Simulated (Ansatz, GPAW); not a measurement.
## Cs: 3 runs at one level of theory

```
CELL_PARAMETERS angstrom
0.00000 3.94834 3.94834
3.94834 0.00000 3.94834
3.94834 3.94834 0.00000
ATOMIC_POSITIONS crystal
Cs 0.00000 0.00000 0.00000
```

This isn't the form of Cs at room conditions, which is bcc.

Alike in all runs: task single point; functional PBEsol; k mesh 6 × 6 × 6; occupations gaussian, width 0.1 eV; no spin polarisation; no spin-orbit coupling. Pressure is positive in compression and, in plane waves, holds the error of the finite cutoff, which Ansatz's Pulay term estimates and takes out.

```
                           program and potentials  plane-wave cutoff (eV)                                                 notes  band gap (eV)  pressure (GPa)
                               Ansatz, Ansatz PAW                     420  potentials made for PBE, which Ansatz adapts in part         no gap           -0.18
   Ansatz, all-electron LAPW, scalar-relativistic                       -                                                     -         no gap           -0.18
GPAW, PAW data sets generated for this functional                     600                                                     -         no gap           -0.18
```

None finds a gap. All agree on the pressure.

The functional is the same throughout but for its coding, so the spread measures potentials, basis and numerics; runs on potential files found faulty are left out.
